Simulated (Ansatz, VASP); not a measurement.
# TiB4: VASP beside Ansatz

```
Ti B
1.0
     3.03745    0.00000    0.00000
    -1.51873    2.63051    0.00000
     0.00000    0.00000    5.04611
Ti B
1 4
Direct
  0.00000 0.00000 0.00000
  0.33333 0.66667 0.30756
  0.66667 0.33333 0.30756
  0.33333 0.66667 0.69244
  0.66667 0.33333 0.69244
```

Alike in both runs: functional PBE; k mesh 12 × 12 × 8; occupations gaussian, width 0.1 eV; no spin polarisation.

Ansatz relaxed the structure, and its values are those at the end. VASP's run is a single point on that final structure, the one shown.

```csv
,VASP,Ansatz
version,VASP 6.6.1,Ansatz 0.2.0
potentials or method,"VASP PAW PBE potentials, release 64 (Ti_sv, B)","scalar-relativistic, plane waves, PAW"
plane-wave cutoff (eV),520,420
valence electrons in the cell,24,24
```

VASP gave:

* gap on the k mesh at the Fermi level (eV): none
* pressure (GPa): 0.1

**Question.** Estimate Ansatz's values.

**Answer.** gap on the k mesh at the Fermi level (eV): none; pressure (GPa): 0.0.

A gap of «none» marks a metal or a gap that the smearing closes.
